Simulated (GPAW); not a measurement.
## ZrS2: equation of state with C09-vdW

The system is ZrS2.

```
Zr S
1.0
     3.69138    0.00000    0.00000
    -1.84569    3.19683    0.00000
     0.00000    0.00000    6.04108
Zr S
1 2
Direct
  0.00000 0.00000 0.00000
  0.33333 0.66667 0.23791
  0.66667 0.33333 0.76209
```

The cell is a database's computed one.

- Program: GPAW 26.7.0
- Task: equation of state
- Functional: C09-vdW
- Potentials or basis: GPAW PAW data sets (gpaw-data 1.2.1)
- Cutoff: 600 eV
- Basis: pw
- k mesh: 6 × 6 × 3
- Occupations: fermi-dirac, width 0.05 eV
- Spin: no spin polarisation
- Maxiter: 150
- Eos scales: [0.94, 0.96, 0.98, 1.0, 1.02, 1.04, 1.06]

```json
{
  "Equilibrium volume": "23.23 Å³/atom",
  "Bulk modulus at fixed shape and positions": "94 GPa",
  "Pressure derivative of the bulk modulus": "3.8"
}
```

Energy against volume, from the lowest point:
```csv
volume (Å³/atom),energy (meV/atom)
22.337,10.64
22.813,2.24
23.288,0.00
23.763,3.44
24.238,12.01
24.714,25.19
25.189,42.56
```

It took 120 s on 1 thread of Arm Neoverse V2, with other jobs on the host, peak memory 0.3 GiB.

Caveat: the cell was scaled at fixed shape and fractional positions, which overstates the stiffness of a crystal with free parameters, most of all of layers and chains; the PAW data sets were made with another functional, which shifts forces and pressure a little.
